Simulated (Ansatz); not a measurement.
## Structures of Ca₃S: which is lowest?

Plane-wave DFT in Ansatz with scalar-relativistic PAW potentials, cutoff 420 eV, Γ-centred meshes chosen by cell and gap, Gaussian smearing with energies taken to zero width. Every cell was relaxed (cell and atoms) in a run of its own, within the symmetry of its start. Functional: PBE.

Relaxed structures (starts from databases or built by putting these elements on another compound's sites):
A. P6/mmm, 4 atoms in the computed cell, a = 5.669 Å, c = 5.198 Å; sites (symmetry × multiplicity) Ca -6m2 × 2 + 6/mmm × 1, S 6/mmm × 1; start: built
B. Pm-3m, 4 atoms in the computed cell, a = 5.554 Å; sites (symmetry × multiplicity) Ca 4/mm.m × 3, S m-3m × 1; start: built

Problem. Rank them by energy. Could pressure change the order?

Solution.
```csv
structure,group,E − E(lowest) (meV/atom),V (Å³/atom),gap on mesh (eV)
B,Pm-3m,0.0,42.83,0.00
A,P6/mmm,105,36.16,0.00
```

B is lowest, 105 meV/atom under A. A is denser by 6.66 Å³/atom, so pressure favours it: ΔE/ΔV, with ΔE in eV and 1 eV/Å³ = 160.2 GPa, gives about 2.5 GPa for equal enthalpy if both cells were rigid, a rough figure since the two compress differently. Other structures may lie lower than all of these, and vibrations aren't counted.

Spin polarisation was left out, and a magnetic state may lie lower.